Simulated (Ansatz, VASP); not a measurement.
**AlGaN2: VASP beside Ansatz**

```
Al Ga N
1.0
     3.14088    0.00000    0.00000
     0.00000    3.14088    0.00000
     0.00000    0.00000    4.42384
Al Ga N
1 1 2
Direct
  0.50000 0.50000 0.50000
  0.00000 0.00000 0.00000
  0.50000 0.00000 0.73826
  0.00000 0.50000 0.26174
```

The cell comes from a database or a generator and needn't be the stable form of this composition.

Alike in both runs: task single point; functional r2SCAN; k mesh 6 × 6 × 4; occupations gaussian, width 0.1 eV; no spin polarisation.

|  | VASP | Ansatz |
| --- | --- | --- |
| version | VASP 6.6.1 | Ansatz 0.2.0 |
| potentials or method | VASP PAW PBE potentials, release 64 (Al, Ga_d, N) | scalar-relativistic, plane waves, PAW |
| plane-wave cutoff (eV) | 520 | 500 |
| valence electrons in the cell | 26 | 26 |

```tsv
	VASP	Ansatz	Ansatz less VASP
gap on the k mesh at the Fermi level (eV)	3.36	3.35	-0.009
least direct gap on the mesh (eV)	3.36	3.35	-0.009
pressure (GPa)	-0.1	-0.4	-0.31
rms of the force components (eV/Å)	0.001	0.038	+0.0369
```

Atom by atom the forces differ by 0.037 eV/Å (rms over components).

Caveats: the PAW data sets were made with another functional, which shifts forces and pressure a little (VASP). r2SCAN opens gaps a little over a GGA but as a rule still falls short of measured ones. A k mesh can miss the band edges.
